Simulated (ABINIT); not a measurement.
An input for ABINIT 10.8.3 (CdS (Hawleyite)):

```
acell 3*1.0 Angstrom
rprim 
  0.000000000000 2.958200000000 2.958200000000
  2.958200000000 0.000000000000 2.958200000000
  2.958200000000 2.958200000000 -0.000000000000
ntypat 2
znucl 48 16
natom 2
typat 1 2
xred 
  0.000000000000 0.000000000000 0.000000000000
  0.250000000000 0.250000000000 0.250000000000
pp_dirpath "pseudos"
pseudos "Cd.upf, S.upf"
ecut 47
ngkpt 4 4 4
nshiftk 1
shiftk 0 0 0
kptopt 1
chksymbreak 0
iscf -2
irdden 1
istwfk *1
nband 89
nbdbuf 8
tolwfr 1e-09
nstep 60
prtvol 0
indata_prefix "in"
outdata_prefix "out"
tmpdata_prefix "tmp"
```

```sh
OMP_NUM_THREADS=1 mpirun -n 4 abinit run.abi > log
```

**Question.** How long will it take on 4 MPI ranks of Arm Neoverse V1, shared host, and how much memory?

It took 36 s; on shared hardware allow 18 s to 72 s. Peak host memory was 0.39 GiB.

[Paths, hosts, dates, memory and timing lines, banners, echoed tables and standing remarks are left out of the program output.]

[Logs are printed without paths, hosts, clocks, repeated set-up lines and the standing remarks that a program may print on its own settings, such as how far it seeks lower states.]

[Runs of the session that timed out or met a known fault of the program may be left out.]

[Hosts, paths, dates, database ids (printed as entryN), source tags and the programs' standing remarks are cut or masked in the printed files.]

[G0W0 gaps are taken among the corrected bands and points alone; a level outside them can change the order at an edge.]

[Where Ansatz stands beside ABINIT at settings called matched, ABINIT's density can come from a denser mesh and the files from another edition; pairs whose starting gaps differed by over 0.03 eV were left out, so agreement reads better than it is.]
